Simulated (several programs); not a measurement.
## What each method gives for BaS (CsCl type)

BaS in the CsCl structure, relaxed with r2SCAN in Ansatz, was computed with several methods. The symmetry is Pm-3m (No. 221, cubic); a = 3.834 Å in the conventional setting, 28.17 Å³ an atom. Ba has 8 S at 3.32 Å; S has 8 Ba at 3.32 Å. Simulation only: spin-unpolarised, and no claim that this is the phase found in nature.

```
Ba S
1.0
     3.83376    0.00000    0.00000
     0.00000    3.83376    0.00000
     0.00000    0.00000    3.83376
Ba S
1 1
Direct
  0.00000 0.00000 0.00000
  0.50000 0.50000 0.50000
```

Gaps and times are for a single point on this cell; volume and bulk modulus come from each method's own relaxation or energy curve at fixed shape. Times are rough, from shared hosts (Arm Neoverse V1; Arm Neoverse V2), and each method has its own mesh and cell size. A dagger marks a closed or tiny gap in a crystal that DFT finds insulating: a failure of the method or a wrong SCF state. PM6 (MOPAC), PM7 (MOPAC), GFN2-xTB (tblite) treat a cluster of cells at its zone centre, which samples few k points: where these miss a band edge, the gap comes out too large for that reason alone. Gaps from k meshes are read at a limited set of points (mesh, symmetry points, PBE's band edges), so each method's own least gap may be somewhat smaller. xTB and the PM methods were fitted mostly to molecules, and can miss a solid's gap by electronvolts. Minimal bases can be far off for gaps. Times of the plane-wave ladder aren't listed, since it ran on unlike processors and cards. GLLB-SC's gap includes the derivative discontinuity. G0W0 is at finite bands, cutoff and mesh. d marks a direct gap, i an indirect one (no mark: not told apart), a dash a value that wasn't computed or didn't pass its checks.

| method | kind | gap (eV) | own volume (Å³/atom) | bulk modulus (GPa) | atoms computed | processor time |
| --- | --- | --- | --- | --- | --- | --- |
| light PBE (260 eV and a coarse mesh) | light plane-wave | 1.56 i | – | – | 2 | 0.76 s |
| PBE | semilocal | 1.56 i | 28.34 | 45 | 2 | – |
| r2SCAN | semilocal | 1.93 i | 28.17 | 49 | 2 | – |
| PM7 (MOPAC) | semi-empirical | 0.00† | – | – | cluster | 3.7 s |
| PBE/SZV (CP2K) | small basis | 0.70 i | – | – | 2 | 4.4 s |
| GFN2-xTB (tblite) | tight binding | 0.00† | – | – | cluster | 6.1 s |
| GLLB-SC (GPAW) | model potential | 3.61 | – | – | 2 | 7.2 s |
| PBE/DZVP (CP2K) | small basis | 1.68 i | 29.09 | 46 | 2 | 8.9 s |
| PBE/single zeta (GPAW) | small basis | 1.34 i | – | – | 2 | 32 s |
| G0W0@r2SCAN (140 eV screening cutoff) | many-body | 2.81 | – | – | 2 | – |
| PM6 (MOPAC) | semi-empirical | 2.28 | – | – | cluster | 110 s |
| G0W0@PBE (210 eV screening cutoff) | many-body | 2.67 | – | – | 2 | – |

Against r2SCAN (1.93 eV) and with closed or daggered gaps left aside, the nearest gap at the points sampled is that of PBE/DZVP (CP2K) (-0.25 eV) and the farthest that of GLLB-SC (GPAW) (+1.68 eV). r2SCAN is only a yardstick of convenience: semilocal gaps usually lie below measured ones, which GLLB-SC and hybrids aim to mend.

Volumes against r2SCAN's: PBE +0.6 %, PBE/DZVP (CP2K) +3.2 %.

Runs without a result: GFN1-xTB (tblite) (single point).

Spin-orbit coupling is left out.
